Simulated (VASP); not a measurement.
The system is BaTiO3.

```
CELL_PARAMETERS angstrom
4.00600 0.00000 0.00000
0.00000 4.00600 0.00000
0.00000 0.00000 4.00600
ATOMIC_POSITIONS crystal
Ba 0.50000 0.50000 0.50000
Ti 0.00000 0.00000 0.00000
O 0.00000 0.00000 0.50000
O 0.00000 0.50000 0.00000
O 0.50000 0.00000 0.00000
```

- Program: VASP 6.6.1
- Task: relaxation of cell and atoms
- Functional: PBEsol
- Potentials or basis: VASP PAW PBE potentials, release 64 (Ba_sv, Ti_sv, O)
- Cutoff: 600 eV
- k mesh: 5 × 5 × 5
- Occupations: fermi-dirac, width 0.05 eV
- Spin: no spin polarisation

At the start: pressure -3.0 GPa; volume 12.86 Å³/atom.

Q: How do energy, volume and symmetry change on relaxing?

A: Over 3 steps the energy falls by 2.0 meV/atom and the volume is 12.64 Å³/atom (-1.7 %); space group Pm-3m (No. 221, to 0.05 Å).

The path:
```
step  energy change (eV)  largest force (eV/Å)  pressure (GPa)  volume (Å³)
   1              0.0000                0.0000           -2.96        64.29
   2              0.0006                0.0000            3.23        62.10
   3             -0.0102                0.0000           -0.01        63.20
```

Final structure:
```
Ba Ti O
1.0
     3.98323    0.00000    0.00000
     0.00000    3.98323    0.00000
     0.00000    0.00000    3.98323
Ba Ti O
1 1 3
Direct
  0.50000 0.50000 0.50000
  0.00000 0.00000 0.00000
  0.00000 0.00000 0.50000
  0.00000 0.50000 0.00000
  0.50000 0.00000 0.00000
```

Caveat: the PAW data sets were made with another functional, which shifts forces and pressure a little.
